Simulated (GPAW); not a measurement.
Set up this calculation in GPAW 26.7.0, as an ASE script.

| Item | Value |
| --- | --- |
| Task | single point |
| Functional | PBEsol |
| Potentials or basis | PAW data sets generated in the run's folder for this functional |
| Cutoff | 600 eV |
| Basis | pw |
| k mesh | 5 × 5 × 5 |
| Occupations | fermi-dirac, width 0.05 eV |
| Spin | no spin polarisation |
| Maxiter | 150 |

The system is CsSnBr3.

```xyz
5
Lattice="5.8390 0.0000 0.0000 0.0000 5.8390 0.0000 0.0000 0.0000 5.8390" Properties=species:S:1:pos:R:3 pbc="T T T"
Cs    0.0000    0.0000    0.0000
Sn    2.9195    2.9195    2.9195
Br    0.0000    2.9195    2.9195
Br    2.9195    2.9195    0.0000
Br    2.9195    0.0000    2.9195
```

The cell is a database's computed one.

One way to write it, as run:

run.py

```python
from ase import Atoms
from ase.dft.bandgap import bandgap
from ase.io import write
from ase.units import Bohr, GPa
from gpaw import GPAW, PW, setup_paths
from gpaw.elf import elf_from_dft_calculation

setup_paths.insert(0, '.')

atoms = Atoms(['Cs', 'Sn', 'Br', 'Br', 'Br'],
              cell=[[5.83900561, 0.0, 0.0],
                    [0.0, 5.83900561, 0.0],
                    [0.0, 0.0, 5.83900561]],
              scaled_positions=[[0.0, 0.0, 0.0],
                                [0.5, 0.5, 0.5],
                                [0.0, 0.5, 0.5],
                                [0.5, 0.5, 0.0],
                                [0.5, 0.0, 0.5]],
              pbc=True)

calc = GPAW(mode=PW(600),
            xc='PBEsol',
            kpts={'size': (5, 5, 5), 'gamma': True},
            occupations={'name': 'fermi-dirac', 'width': 0.05},
            nbands=37,
            convergence={'density': 1e-05, 'energy': 1e-05},
            maxiter=150,
            txt='gpaw.txt')
atoms.calc = calc
energy = atoms.get_potential_energy()
forces = atoms.get_forces()
stress = atoms.get_stress()
calc.write('gs.gpw')
write('result.traj', atoms)
print(f'Energy: {energy:.6f} eV')
print('Forces (eV/A):')
print(forces.round(4))
print('Stress (GPa):', (stress / GPa).round(3))
print('Fermi level:', round(calc.get_fermi_level(), 4), 'eV')
print(f'Gap: {bandgap(calc)[0]:.4f} eV, direct: {bandgap(calc, direct=True)[0]:.4f} eV')

# fields on the real-space grid
write('density.cube', atoms, data=calc.get_pseudo_density() * Bohr**3)
write('potential.cube', atoms, data=calc.get_electrostatic_potential())
write('elf.cube', atoms, data=elf_from_dft_calculation(calc).data)
```

Potentials or basis: PAW data sets generated in the run's folder for this functional, pw.

Run with:

```sh
$ gpaw-setup -f PBEsol Br Cs Sn
$ OMP_NUM_THREADS=1 python run.py
```

Results of the run:

| Item | Value |
| --- | --- |
| Pressure | -0.9 GPa |
| Band gap on the k mesh | 1.82 eV, direct |

Caveat: spin-orbit coupling is left out, which moves the levels of the heavy elements; an odd mesh through Γ misses points on the zone boundary, where band edges often lie.

Wall time 110 s on 1 thread of Intel(R) Xeon(R) Processor @ 2.50GHz (Skylake/Cascade Lake) (shared host), peak memory 0.27 GiB.
